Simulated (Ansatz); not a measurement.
All numbers below come from Ansatz, DFT PBE, scalar-relativistic, plane waves, PAW. Settings: cutoff 420 eV, Γ-centred meshes spaced at most about 0.3 Å⁻¹, and about 0.25 Å⁻¹ or finer for metals (2π included), Gaussian smearing. No spin polarisation in the final relaxations.

These are static total energies at zero pressure.

Compare these two cells of Be, each relaxed at this level.

A.

```
Be
1.0
    -1.25009    1.25009    1.25009
     1.25009   -1.25009    1.25009
     1.25009    1.25009   -1.25009
Be
1
Cartesian
  0.0000 0.0000 0.0000
```

B.

```
Be
1.0
     0.00000    2.90319    2.90319
     2.90319    0.00000    2.90319
     2.90319    2.90319    0.00000
Be
6
Cartesian
  0.0000 0.0000 0.0000
  1.4516 1.4516 1.4516
  3.6290 3.6290 3.6290
  2.1774 2.1774 3.6290
  2.1774 3.6290 2.1774
  3.6290 2.1774 2.1774
```

Question: Which form is favoured at zero pressure, and by what margin per atom?

Answer: B is lower, by 37 meV/atom. A has the bcc type, space group Im-3m (No. 229), 7.8 Å³/atom and no gap on its mesh; B has space group Fd-3m (No. 227), 8.2 Å³/atom and no gap. Counting all near atoms (those within 1.25 times the shortest distance at each site; a plus sign parts nearer from farther groups; a slash parts the counts of unlike sites), A has Be 8+6 and B has Be 6+6/16. The lower one is the more open, so pressure narrows the difference. Both come from invented guesses. The part of the Crystallography Open Database at hand lists Be in space groups No. 18, 194; no cell shown has one of them.

With atoms moved at random, Fd-3m came back. Other cells relaxed within their symmetry can be saddle points.
